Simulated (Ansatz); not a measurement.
# CoO in Ansatz: the effect of starting spin order

Crystal: CoO.

```
CELL_PARAMETERS angstrom
1.60222 0.92504 2.56647
-1.60222 0.92504 2.56647
0.00000 -1.85008 2.56647
ATOMIC_POSITIONS crystal
Co 0.99898 0.99898 0.99898
O 0.75102 0.75102 0.75102
```

Measurements of this composition are mostly on another form, of space group No. 225.

Alike in all runs:

* Program: Ansatz 0.2.0
* Task: single point
* Functional: PBE
* Potentials or basis: Ansatz PAW
* Cutoff: 420 eV (not typed: the program's choice for these potentials)
* k mesh: 10 × 10 × 10
* Occupations: fermi-dirac, width 0.05 eV

| starting spin order | spin | starting moments | energy over the lowest run (meV/atom) | pressure (GPa) | largest force (eV/Å) | final net moment (μB) | final largest site moment (μB) |
| --- | --- | --- | --- | --- | --- | --- | --- |
| spin off | no spin polarisation | - | ? | ? | ? | ? | ? |
| fm | collinear spin, ferromagnetic start | [2.0, 0.0] μB | 0.0 | -0.1 | 0.26 | 2.76 | 2.20 |
| random | collinear spin, random start | [1.71, 0.0] μB | 0.0 | -0.1 | 0.26 | 2.76 | 2.20 |

Q: What does the run with starting spin order spin off give?

A: Energy over the lowest run 191.5 meV/atom; pressure -14.2 GPa; largest force 0.20 eV/Å; final net moment 0.00 μB; final largest site moment 0.00 μB.

Caveats: a cell with one magnetic atom can't hold antiferromagnetic order, which such compounds often take (some runs); an odd number of electrons without spin polarisation forces a metal (some runs); a magnetic or distorted state may lie lower (some runs).
